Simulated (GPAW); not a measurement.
Runs of GPAW 26.7.0 on Pb. It takes space group Fm-3m (No. 225, cubic). Conventional cell: a = 4.950 Å, b = 4.950 Å, c = 4.950 Å, α = 90.00°, β = 90.00°, γ = 90.00°. Around Pb (site symmetry m-3m) lie 12 Pb at 3.50 Å. 

| task | level | potentials or basis | spin | cell | k mesh | smearing | eigensolver | k mesh for the DOS | dos width | optimizer | fmax | gap on the mesh (eV) | pressure (GPa) |
| --- | --- | --- | --- | --- | --- | --- | --- | --- | --- | --- | --- | --- | --- |
| density of states | BLYP+D4 | PAW data sets generated in the run's folder for this functional, pw | off | as given | 9 × 9 × 9 | improved-tetrahedron-method | davidson | 13 × 13 × 13 | 0.1 eV | - | - | none | (a) |
| relaxation of cell and atoms | revPBE+D4 | the program's PAW data sets (release 1.2.1) made for this functional, pw | off | relaxed | 9 × 9 × 9 | fermi-dirac 0.05 eV | - | - | - | LBFGS | 0.01 eV/Å | none | 0.0 |
| band structure | PBEsol | PAW data sets generated in the run's folder for this functional, pw | off | as given | 9 × 9 × 9 | fermi-dirac 0.05 eV | - | - | - | - | - | - | -0.9 |
| band structure | PBEsol | PAW data sets generated in the run's folder for this functional, pw | SOC, no magnetisation | as given | 7 × 7 × 7 | fermi-dirac 0.05 eV | - | - | - | - | - | - | -0.2 |

Alike in all rows: cutoff (eV) 600.

**Question.** Fill in the values left out.

**Answer.** (a) 1.8.

Caveats: pairwise dispersion overbinds metals, which lowers pressure and volume (some runs); later steps reuse the first step's grids (some runs); spin-orbit coupling is left out, which moves the levels of the heavy elements (some runs); spin-orbit coupling was added after a scalar SCF, so levels and gaps hold it while energy, forces, pressure and moments don't (some runs); this program's spin-orbit splittings come out too wide for heavy elements (some runs).

A k mesh can miss the band edges, and rows without SOC leave out spin-orbit coupling on Pb.

A gap of «none» marks a metal or a gap under the smearing width.

Runs at the PBE level aren't shown here.
